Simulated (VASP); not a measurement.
## Results of a VASP single-point calculation on Si (diamond)

POSCAR

```
Si
 1.0000000000000000
     0.0000000000000000    2.7221188960354810    2.7221188960354810
     2.7221188960354810   -0.0000000000000000    2.7221188960354810
     2.7221188960354810    2.7221188960354810   -0.0000000000000000
 Si
   2
Cartesian
 -0.0000000000000000  0.0000000000000000 -0.0000000000000000
  1.3610594480177407  1.3610594480177407  1.3610594480177407
```

| Quantity | Value |
| --- | --- |
| gap between bands v and c | 0.49 eV |
| least direct gap | 2.52 eV |

Band v is the last that the valence electrons fill when counted band by band, and c is the next. Levels in eV from the top of v:

```tsv
point	v−1	v	c	c+1
Γ	0.00	0.00	2.52	2.52
X	-2.83	-2.83	0.62	0.62
W	-3.85	-3.85	4.18	4.18
K	-4.30	-2.41	1.11	4.03
L	-1.19	-1.19	1.40	3.29
```

Problem. Which of these levels of theory gave these results?
A. PBEsol
B. LDA
C. PBE with spin–orbit coupling
D. PBE0
E. PBE
F. HSE06
G. r²SCAN

Solution. B.

The INCAR was:

```
IBRION = -1
NELM = 120
SIGMA = 0.01
NSW = 0
ISMEAR = 0
GGA = CA
LCHARG = .FALSE.
ENCUT = 520
LASPH = .TRUE.
EDIFF = 1E-7
ISIF = 2
PREC = Accurate
LREAL = .FALSE.
LWAVE = .FALSE.
NBANDS = 11
```
